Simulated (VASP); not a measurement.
# PbSe (Clausthalite) (Fm-3m) in VASP: notebook

Runs on PbSe (Clausthalite). Level: r2SCAN. Tasks: relaxation of the atoms.

Everything below comes from runs of VASP 6.6.1. Logs are shortened: lines on timing, memory, paths and dates and some standing lists are left out, and cuts for length are marked.

**The experiment to reproduce.**

A printed reference work, monograph reports, for a bulk crystal of PbSe: band gap 0.15 eV (direct) at 4.2 K; band gap 0.28 eV (direct) at 300 K.

How close the calculation comes is told below.

### 1 The cell of the first run

It takes space group Fm-3m (No. 225, cubic). Conventional cell: a = 6.260 Å, b = 6.260 Å, c = 6.260 Å, α = 90.00°, β = 90.00°, γ = 90.00°. Pb (site symmetry m-3m) has 6 Se at 3.13 Å within 4.1 Å. Within 4.1 Å of Se (site symmetry m-3m) lie 6 Pb at 3.13 Å.

### 2 Relaxation of the atoms, r2SCAN

File POSCAR:

```
PbSe
1.0
    0.0000000000      3.1300315300      3.1300315300
    3.1300315300      0.0000000000      3.1300315300
    3.1300315300      3.1300315300      0.0000000000
Pb Se
1 1
Direct
    0.0000000000      0.0000000000      0.0000000000
    0.5000000000      0.5000000000      0.5000000000
```

File INCAR.step1:

```
SYSTEM = PbSe
PREC     = Accurate       ! precision mode
ENCUT    = 520            ! plane-wave cutoff, eV
ISMEAR   = -1             ! smearing method
SIGMA    = 0.02           ! smearing width, eV
LREAL    = .False.        ! projectors in reciprocal space
LASPH    = .True.         ! aspherical terms in the spheres
NELM     = 100            ! most SCF steps
GGA      = PE             ! functional
ALGO     = Normal         ! electronic algorithm
EDIFF    = 1E-4           ! SCF threshold, eV
LWAVE    = .True.         ! write WAVECAR
LCHARG   = .False.        ! write CHGCAR
```

File INCAR.step2:

```
SYSTEM = PbSe
PREC     = Accurate       ! precision mode
ENCUT    = 520            ! plane-wave cutoff, eV
EDIFF    = 1E-6           ! SCF threshold, eV
ISMEAR   = -1             ! smearing method
SIGMA    = 0.02           ! smearing width, eV
LREAL    = .False.        ! projectors in reciprocal space
LASPH    = .True.         ! aspherical terms in the spheres
NELM     = 100            ! most SCF steps
ALGO     = Normal         ! electronic algorithm
ISIF     = 2              ! what is computed and relaxed
LWAVE    = .False.        ! write WAVECAR
LCHARG   = .False.        ! write CHGCAR
METAGGA  = R2SCAN         ! meta-GGA
LMIXTAU  = .True.       
IBRION   = 2              ! ionic algorithm
NSW      = 50             ! ionic steps
EDIFFG   = -0.01          ! ionic threshold
ISTART   = 1
```

File KPOINTS:

```
regular mesh
0
Gamma
  8 8 8
  0 0 0
```

Potentials or basis: VASP PAW PBE potentials, release 64 (Pb_d, Se).

Command:

```sh
$ cat potpaw_PBE.64/Pb_d/POTCAR potpaw_PBE.64/Se/POTCAR > POTCAR
$ cp INCAR.step1 INCAR
$ mpirun -np 1 vasp_std > vasp.out
$ cp INCAR.step2 INCAR
$ mpirun -np 1 vasp_std > vasp.out
```

OUTCAR:

```text
SYSTEM = PbSe
   PREC = Accurate
   ENCUT = 520
   EDIFF = 1E-6
   ISMEAR = -1
   LREAL = .False.
   LASPH = .True.
   NELM = 100
   ISIF = 2
   METAGGA = R2SCAN
   IBRION = 2
   NSW = 50
   EDIFFG = -0.01
   ISTART = 1

 ion  position               nearest neighbor table
   1  0.000  0.000  0.000-   2 3.13   2 3.13   2 3.13   2 3.13   2 3.13   2 3.13
   2  0.500  0.500  0.500-   1 3.13   1 3.13   1 3.13   1 3.13   1 3.13   1 3.13

  LATTYP: Found a face centered cubic cell.
 ALAT       =     6.2600630600

  Lattice vectors:

 A1 = (   0.0000000000,   3.1300315300,   3.1300315300)
 A2 = (   3.1300315300,   0.0000000000,   3.1300315300)
 A3 = (   3.1300315300,   3.1300315300,   0.0000000000)

Analysis of symmetry for initial positions (statically):
=====================================================================
 Subroutine PRICEL returns:
 Original cell was already a primitive cell.

 Routine SETGRP: Setting up the symmetry group for a
 face centered cubic supercell.

 Subroutine GETGRP returns: Found 48 space group operations
 (whereof 48 operations were pure point group operations)
 out of a pool of 48 trial point group operations.

The static configuration has the point symmetry O_h .

Analysis of symmetry for dynamics (positions and initial velocities):
=====================================================================
 Subroutine PRICEL returns:
 Original cell was already a primitive cell.

 Routine SETGRP: Setting up the symmetry group for a
 face centered cubic supercell.

 Subroutine GETGRP returns: Found 48 space group operations
 (whereof 48 operations were pure point group operations)
 out of a pool of 48 trial point group operations.

The dynamic configuration has the point symmetry O_h .

 Subroutine INISYM returns: Found 48 space group operations
 (whereof 48 operations are pure point group operations),
 and found     1 'primitive' translations

----------------------------------------------------------------------------------------

                                     Primitive cell

  volume of cell :      61.3304

  direct lattice vectors                    reciprocal lattice vectors
     0.000000000  3.130031530  3.130031530    -0.159742800  0.159742800  0.159742800
[... 94 lines left out ...]
   POTIM  = 0.5000    time-step for ionic-motion
   TEBEG  =    0.0;   TEEND  =   0.0 temperature during run
   PSTRESS=    0.0 pullay stress
   NELECT =      20.0000    total number of electrons
   NUPDOWN=      -1.0000    fix difference up-down
   EMIN   =  10.00;   EMAX   =-10.00  energy-range for DOS
   EFERMI =   0.00;   METHOD = LEGACY
   ISMEAR =    -1;   SIGMA  =   0.02  broadening in eV -4-tet -1-fermi 0-gaus
   EFERMI_NEDOS =   21; number of points for ismear=-14 and -15
   IALGO  =     38    algorithm
   IMIX   =      4    mixing-type and parameters
     AMIX     =   0.40;   BMIX     =  1.00
     AMIX_MAG =   1.60;   BMIX_MAG =  1.00
  volume/ion in A,a.u.               =      30.67       206.94
  Fermi-wavevector in a.u.,A,eV,Ry     =   1.126833  2.129405 17.276025  1.269752
  Thomas-Fermi vector in A             =   2.263516
   LORBIT       =      0    0 simple, 1 ext, 2 COOP (PROOUT), +10 PAW based schemes
   METAGGA = R2SCAN    functional components
   LHFCALC =     F    Hartree Fock is set to
   AEXX    =    0.0000 exact exchange contribution
   IVDW    =     0    specifies the selected vdW correction
   LEPSILON=     F    determine dielectric tensor
   LRPA    =     F    only Hartree local field effects (RPA)
 conjugate gradient relaxation of ions
 non-spin polarized calculation
  energy-cutoff  :      520.00
  volume of cell :       61.33
 maximum number of plane-waves:      1676
 NGX is ok and might be reduce to    36
   NGX = 17   NGY = 17   NGZ = 17

 number of electron      20.0000000 magnetization

 Free energy of the ion-electron system (eV)
  ---------------------------------------------------
  ext. energy  EPLUGINS =         0.00000000
  ---------------------------------------------------
  free energy    TOTEN  =       -71.92560428 eV

  energy without entropy =      -71.92560428  energy(sigma->0) =      -71.92560428

 E-fermi :   4.4462     XC(G=0):  -9.7384

 val. band max:        4.0481606823   @ k =   0.5000   0.0000   0.0000
 cond. band min:       4.8382181779   @ k =   0.5000   0.0000   0.0000
 fundamental gap:      0.7900574956
 Fermi energy:         4.4462185975

 k-point     1 :       0.0000    0.0000    0.0000
  band No.  band energies     occupation
      1     -13.2700      2.00000
      2     -13.2700      2.00000
      3     -13.2700      2.00000
      4     -13.2631      2.00000
      5     -13.2631      2.00000
      6      -9.4782      2.00000
      7      -2.3680      2.00000
      8       2.3882      2.00000
      9       2.3882      2.00000
     10       2.3882      2.00000
     11       8.9838      0.00000
     12       8.9838      0.00000
     13       8.9838      0.00000
     14      11.2013      0.00000
[... 377 lines left out ...]
      1     -13.3067      2.00000
      2     -13.2736      2.00000
      3     -13.2609      2.00000
      4     -13.2538      2.00000
      5     -13.2425      2.00000
      6      -8.3717      2.00000
      7      -4.2928      2.00000
      8       1.1436      2.00000
      9       1.4783      2.00000
     10       3.3308      2.00000
     11       5.8656      0.00000
     12       7.7695      0.00000
     13       8.3803      0.00000
     14      12.1804      0.00000

 [... further k-points ...]

------------------------ aborting loop because EDIFF is reached ----------------------------------------

  FORCE on cell =-STRESS in cart. coord.  units (eV):
  Direction    XX          YY          ZZ          XY          YZ          ZX
  --------------------------------------------------------------------------------------
  -------------------------------------------------------------------------------------
  Total       -0.7135592     -0.7135592     -0.7135592      0.0000000     -0.0000000     -0.0000000
  in kB      -18.6407959    -18.6407959    -18.6407959      0.0000000     -0.0000000     -0.0000000
  external PRESSURE =     -18.6407959 kB  Pullay stress =       0.0000000 kB

 VOLUME and BASIS-vectors are now :
 -----------------------------------------------------------------------------
  energy-cutoff  :      520.00
  volume of cell :       61.33
      direct lattice vectors                 reciprocal lattice vectors
     0.000000000  3.130031530  3.130031530    -0.159742800  0.159742800  0.159742800
     3.130031530  0.000000000  3.130031530     0.159742800 -0.159742800  0.159742800
     3.130031530  3.130031530  0.000000000     0.159742800  0.159742800 -0.159742800

 POSITION                                       TOTAL-FORCE (eV/Angst)
 -----------------------------------------------------------------------------------
      0.00000      0.00000      0.00000         0.000000      0.000000      0.000000
      3.13003      3.13003      3.13003        -0.000000     -0.000000     -0.000000
 -----------------------------------------------------------------------------------
    total drift:                                0.000000      0.000000      0.000000

  FREE ENERGIE OF THE ION-ELECTRON SYSTEM (eV)
  ---------------------------------------------------
  free  energy   TOTEN  =       -71.9256042821 eV

  energy  without entropy=      -71.9256042821  energy(sigma->0) =      -71.92560428

 reached required accuracy - stopping structural energy minimisation
```

OSZICAR.step1:

```text
N       E                     dE             d eps       ncg     rms          rms(c)
DAV:   1     0.156525676096E+03    0.15653E+03   -0.96988E+03   820   0.144E+03
DAV:   2     0.405545470090E+01   -0.15247E+03   -0.14908E+03   866   0.344E+02
DAV:   3    -0.823317444938E+01   -0.12289E+02   -0.12202E+02  1064   0.104E+02
DAV:   4    -0.852374161903E+01   -0.29057E+00   -0.29047E+00   870   0.196E+01
DAV:   5    -0.853303308485E+01   -0.92915E-02   -0.92914E-02  1108   0.336E+00    0.270E+00
DAV:   6    -0.819570487386E+01    0.33733E+00   -0.93749E-01  1140   0.715E+00    0.145E+00
DAV:   7    -0.819195829468E+01    0.37466E-02   -0.13420E-01   892   0.199E+00    0.830E-01
DAV:   8    -0.819574102890E+01   -0.37827E-02   -0.15069E-02   866   0.156E+00    0.179E-01
DAV:   9    -0.819523105594E+01    0.50997E-03   -0.27571E-03  1212   0.561E-01    0.683E-02
DAV:  10    -0.819533604267E+01   -0.10499E-03   -0.25100E-04   844   0.128E-01    0.212E-02
DAV:  11    -0.819534310576E+01   -0.70631E-05   -0.65513E-05   550   0.961E-02
   1 F= -.81953431E+01 E0= -.81953431E+01  d E =-.349683E-07
```

Run time: 1.7 min. Hardware: 1 thread of Intel Xeon Platinum 8488C (Sapphire Rapids), shared host; peak memory 0.22 GiB.

Results:

```yaml
Free_energy: -71.9256 eV
Pressure_after_relaxing: -1.9 GPa
Band_gap_on_the_k_mesh: 0.79 eV, direct
```

Final structure:
```
Pb Se
1.0
     0.00000    3.13003    3.13003
     3.13003    0.00000    3.13003
     3.13003    3.13003    0.00000
Pb Se
1 1
Cartesian
  0.0000 0.0000 0.0000
  3.1300 3.1300 3.1300
```

Caveat: the relaxation stopped at its first step, so nothing moved; the PAW data sets were made with another functional, which shifts forces and pressure a little; spin-orbit coupling is left out, which moves the levels of the heavy elements.

### 3 Relaxation of the atoms, r2SCAN

This run uses another cell than the first one, of 31.25 Å³/atom, 1.019 times its volume.

File POSCAR:

```
PbSe
1.0
    0.0000000000      3.1499685800      3.1499685800
    3.1499685800      0.0000000000      3.1499685800
    3.1499685800      3.1499685800      0.0000000000
Pb Se
1 1
Direct
    0.0000000000      0.0000000000      0.0000000000
    0.5000000000      0.5000000000      0.5000000000
```

File INCAR.step1:

```
SYSTEM = PbSe
PREC = Accurate
ENCUT = 520
ISMEAR = -1
SIGMA = 0.02
LREAL = .False.
LASPH = .True.
NELM = 100
GGA = PE
ALGO = Normal
EDIFF = 1E-4
LWAVE = .True.
LCHARG = .False.
```

File INCAR.step2:

```
SYSTEM = PbSe
PREC = Accurate
ENCUT = 520
EDIFF = 1E-7
ISMEAR = -1
SIGMA = 0.02
LREAL = .False.
LASPH = .True.
NELM = 100
ALGO = Normal
ISIF = 2
LWAVE = .False.
LCHARG = .False.
METAGGA = R2SCAN
LMIXTAU = .True.
IBRION = 2
NSW = 50
EDIFFG = -0.01
ISTART = 1
```

KPOINTS is that of step 2.

Potentials or basis: VASP PAW PBE potentials, release 64 (Pb_d, Se).

Command:

```sh
$ cat potpaw_PBE.64/Pb_d/POTCAR potpaw_PBE.64/Se/POTCAR > POTCAR
$ cp INCAR.step1 INCAR
$ mpirun -np 1 vasp_std > vasp.out
$ cp INCAR.step2 INCAR
$ mpirun -np 1 vasp_std > vasp.out
```

OUTCAR:

```text
SYSTEM = PbSe
   PREC = Accurate
   ENCUT = 520
   EDIFF = 1E-7
   ISMEAR = -1
   LREAL = .False.
   LASPH = .True.
   NELM = 100
   ISIF = 2
   METAGGA = R2SCAN
   IBRION = 2
   NSW = 50
   EDIFFG = -0.01
   ISTART = 1

 ion  position               nearest neighbor table
   1  0.000  0.000  0.000-   2 3.15   2 3.15   2 3.15   2 3.15   2 3.15   2 3.15
   2  0.500  0.500  0.500-   1 3.15   1 3.15   1 3.15   1 3.15   1 3.15   1 3.15

  LATTYP: Found a face centered cubic cell.
 ALAT       =     6.2999371600

  Lattice vectors:

 A1 = (   0.0000000000,   3.1499685800,   3.1499685800)
 A2 = (   3.1499685800,   0.0000000000,   3.1499685800)
 A3 = (   3.1499685800,   3.1499685800,   0.0000000000)

Analysis of symmetry for initial positions (statically):
=====================================================================
 Subroutine PRICEL returns:
 Original cell was already a primitive cell.

 Routine SETGRP: Setting up the symmetry group for a
 face centered cubic supercell.

 Subroutine GETGRP returns: Found 48 space group operations
 (whereof 48 operations were pure point group operations)
 out of a pool of 48 trial point group operations.

[... 179 lines left out ...]
      8       2.2532      2.00000
      9       2.2532      2.00000
     10       2.2532      2.00000
     11       8.7174      0.00000
     12       8.7174      0.00000
     13       8.7174      0.00000
     14      11.0183      0.00000
[... 377 lines left out ...]
      1     -13.5007      2.00000
      2     -13.4713      2.00000
      3     -13.4605      2.00000
      4     -13.4542      2.00000
      5     -13.4438      2.00000
      6      -8.4925      2.00000
      7      -4.4315      2.00000
      8       1.0363      2.00000
      9       1.3562      2.00000
     10       3.1463      2.00000
     11       5.6712      0.00000
     12       7.5371      0.00000
     13       8.1255      0.00000
     14      11.9630      0.00000

 [... further k-points ...]

------------------------ aborting loop because EDIFF is reached ----------------------------------------

  FORCE on cell =-STRESS in cart. coord.  units (eV):
  Direction    XX          YY          ZZ          XY          YZ          ZX
  --------------------------------------------------------------------------------------
  -------------------------------------------------------------------------------------
  Total       -1.0396931     -1.0396931     -1.0396931      0.0000000      0.0000000      0.0000000
  in kB      -26.6481517    -26.6481517    -26.6481517      0.0000000      0.0000000      0.0000000
  external PRESSURE =     -26.6481517 kB  Pullay stress =       0.0000000 kB

 VOLUME and BASIS-vectors are now :
 -----------------------------------------------------------------------------
  energy-cutoff  :      520.00
  volume of cell :       62.51
      direct lattice vectors                 reciprocal lattice vectors
     0.000000000  3.149968580  3.149968580    -0.158731742  0.158731742  0.158731742
     3.149968580  0.000000000  3.149968580     0.158731742 -0.158731742  0.158731742
     3.149968580  3.149968580  0.000000000     0.158731742  0.158731742 -0.158731742

 POSITION                                       TOTAL-FORCE (eV/Angst)
 -----------------------------------------------------------------------------------
      0.00000      0.00000      0.00000        -0.000000      0.000000     -0.000000
      3.14997      3.14997      3.14997         0.000000      0.000000      0.000000
 -----------------------------------------------------------------------------------
    total drift:                                0.000000      0.000000      0.000000

  FREE ENERGIE OF THE ION-ELECTRON SYSTEM (eV)
  ---------------------------------------------------
  free  energy   TOTEN  =       -71.9092005949 eV

  energy  without entropy=      -71.9092005949  energy(sigma->0) =      -71.90920059

 reached required accuracy - stopping structural energy minimisation
```

Run time: 2.7 min. Hardware: 1 thread of Intel Xeon Platinum 8488C (Sapphire Rapids), shared host; peak memory 0.22 GiB.

Results:

* Free energy: -71.9092 eV
* Pressure after relaxing: -2.7 GPa
* Band gap on the k mesh: 0.84 eV, direct

Final structure:
```
Pb Se
1.0
     0.00000    3.14997    3.14997
     3.14997    0.00000    3.14997
     3.14997    3.14997    0.00000
Pb Se
1 1
Cartesian
  0.0000 0.0000 0.0000
  3.1500 3.1500 3.1500
```

Levels at points of the mesh, in eV from the valence-band top:
```
           k point  band 7  band 8  band 9  band 10  band 11  band 12  band 13  band 14
(0.00, 0.00, 0.00)   -6.44   -1.56   -1.56    -1.56     4.90     4.90     4.90     7.20
(0.50, 0.00, 0.00)   -8.53   -1.20   -1.20     0.00     0.84     2.16     2.16     9.02
(0.50, 0.50, 0.00)   -7.35   -4.37   -2.78    -2.78     4.43     5.72     5.72     6.15
```

Caveat: the relaxation stopped at its first step, so nothing moved; the PAW data sets were made with another functional, which shifts forces and pressure a little; spin-orbit coupling is left out, which moves the levels of the heavy elements.

[end of part 1 of 2]
